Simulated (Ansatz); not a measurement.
Free-standing chains of the atoms of InSb, named by their start (strip: triangular double chain, ladder: square double chain); atoms and period are relaxed, and energies count from relaxed bulk InSb (F-43m, 36.51 Å³/atom, gap on the mesh 0.00 eV).

Level of theory: DFT PBE, scalar-relativistic, plane waves, PAW in Ansatz.

Cutoff 420 eV, Gaussian smearing of 0.05 eV, energies at zero smearing, symmetry of each start kept, collinear spin where a moment is listed.

```tsv
start	atoms	k mesh	excess energy (eV per host atom)	period (Å)	highest filled level or Fermi level under vacuum (eV)	size of the moment (μB per cell)
linear chain	2	1×1×13	1.202	5.521	4.74	0.77
dimerised chain	2	1×1×13	1.202	5.520	4.74	0.77
zigzag chain	2	1×1×14	0.994	4.768	-	0.15
ladder chain	4	1×1×13	0.731	5.770	4.37	0.77
strip chain	2	1×1×23	0.751	2.970	4.09	0.00
```

Zero in every row: gap on the mesh (eV).

Spin-orbit coupling is left out, which matters for the bands of heavy elements.

Each run keeps its start's symmetry and one magnetic start, so lower states can exist. Rows stand on unlike meshes and boxes, so starts that end alike can differ by a few hundredths of an eV per atom.